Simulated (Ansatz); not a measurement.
# ZrSe2: the cost of one run

Method: DFT PBE+D3(BJ), scalar-relativistic, plane waves, PAW, in Ansatz 0.2.0.

The COD entry's cell or inner coordinates are ideal or old and differ from later refinements, so a difference from it is no clean test against experiment.

### Step 1. The system as given

Symmetry: P-3m1, No. 164, trigonal system. Conventional cell: a = 3.798 Å, b = 3.798 Å, c = 27.288 Å, α = 90.00°, β = 90.00°, γ = 120.00°. Se (site symmetry 3m) is surrounded by 3 Zr at 2.68 Å. Around Zr (site symmetry 3m) lie 6 Se at 2.68 Å.

Coordinates:

```cif
data_structure
_symmetry_space_group_name_H-M 'P 1'
_symmetry_Int_Tables_number 1
_cell_length_a 3.7980
_cell_length_b 3.7980
_cell_length_c 27.2880
_cell_angle_alpha 90.000
_cell_angle_beta 90.000
_cell_angle_gamma 120.000
_cell_volume 340.89
loop_
_atom_site_label
_atom_site_type_symbol
_atom_site_fract_x
_atom_site_fract_y
_atom_site_fract_z
_atom_site_occupancy
Se1 Se 0.66667 0.33333 0.32982 1
Zr1 Zr 0.00000 0.00000 0.38654 1
Se2 Se 0.33333 0.66667 0.44327 1
Se3 Se 0.66667 0.33333 0.55673 1
Zr2 Zr 0.00000 0.00000 0.61346 1
Se4 Se 0.33333 0.66667 0.67018 1
```

Two layers cut from the bulk, bulk lattice in the plane.

### Step 2. Relaxing the atoms

input.yaml

```yaml
crystal:
  lattice:
    - [3.79799806, 0.0, 0.0]
    - [-1.89899903, 3.2891628, 0.0]
    - [0.0, 0.0, 27.2880001872]
  atoms:
    - { symbol: Se, position: [0.66666667, 0.33333333, 0.3298153012] }
    - { symbol: Zr, position: [0.0, 0.0, 0.3865435408] }
    - { symbol: Se, position: [0.33333333, 0.66666667, 0.4432717704] }
    - { symbol: Se, position: [0.66666667, 0.33333333, 0.5567282296] }
    - { symbol: Zr, position: [0.0, 0.0, 0.6134564592] }
    - { symbol: Se, position: [0.33333333, 0.66666667, 0.6701846988] }
basis:
  ecutwfc: 420.0
  fft_grid_basis: typed
kpoints:
  mp_grid: { grid: [9, 9, 1] }
hamiltonian:
  xc: pbe
  dispersion: d3bj
  pseudopotentials: { kind: paw }
scf:
  occupations: { method: gaussian, width: 0.05 }
output:
  forces: true
  eigenvalues: true
efield:
  axis: 3
  dipole_correction: true
  ramp_width: 0.04
relax:
  adjacent_minimum: "off"
  f_tol: 0.04
  max_steps: 40
```

On the command line:

```
$ ansatz run input.yaml --threads 2 --pin off --max-ram 4423MiB --backend cpu --events-out ev --progress --plain --runs-dir out
```

What time and memory should one allow on 2 threads of AMD EPYC 9R45 (Zen 5), shared host?

About 11 s, with a peak of 0.7 GiB.
